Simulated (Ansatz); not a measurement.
MnO2:

```xyz
3
Lattice="2.8566 0.0000 0.0000 -1.4283 2.4739 0.0000 0.0000 0.0000 4.6014" Properties=species:S:1:pos:R:3 pbc="T T T"
Mn    0.0000    0.0000    2.3007
O     0.0000    1.6492    3.2499
O     1.4283    0.8246    1.3515
```

Measurements of this composition are mostly on another form, of space group No. 136.

```yaml
Program: Ansatz 0.2.0
Task: relaxation of cell and atoms
Functional: revPBE
Dispersion: D4
Potentials_or_basis: Ansatz PAW
Cutoff: "420 eV (not typed: the program's choice for these potentials)"
k_mesh: 11 × 11 × 6
Occupations: fermi-dirac, width 0.05 eV
Spin: collinear spin, ferromagnetic start
Starting_moments: "[4.0, 0.0, 0.0] μB"
```

At the start: volume 10.84 Å³/atom.

Question: Where does the relaxation end?

Answer: It ends after 9 steps and the volume is 10.48 Å³/atom (-3.3 %); space group P-3m1 (No. 164, to 0.05 Å); moment 3.00 μB per cell.

Step by step:
| step | energy change (eV) | largest force (eV/Å) | volume (Å³) |
| --- | --- | --- | --- |
| 1 | 0.0000 | 0.3283 | 32.52 |
| 2 | -0.0142 | 0.1220 | 31.58 |
| 3 | -0.0157 | 0.0307 | 31.59 |
| 4 | -0.0154 | 0.0026 | 31.67 |
| 5 | -0.0127 | 0.0029 | 31.67 |
| 6 | -0.0139 | 0.0028 | 31.46 |
| 7 | -0.0130 | 0.0028 | 31.46 |
| 8 | -0.0130 | 0.0001 | 31.44 |
| 9 | -0.0130 | 0.0001 | 31.44 |

Final structure:
```
Mn O
1.0
     2.86829    0.00000    0.00000
    -1.43415    2.48401    0.00000
     0.00000    0.00000    4.41309
Mn O
1 2
Cartesian
  0.0000 0.0000 2.2065
  0.0000 1.6560 3.1639
  1.4341 0.8280 1.2492
```

Caveat: the plane-wave basis is chosen anew once the cell has moved, so the energies of steps on either side of that aren't comparable; the pressure holds a Pulay correction of +0.7 GPa for the finite cutoff; a cell with one magnetic atom can't hold antiferromagnetic order, which such compounds often take; the PAW data sets come from PBE, with cores solved anew for the run's functional, which leaves a small shift of forces and pressure.
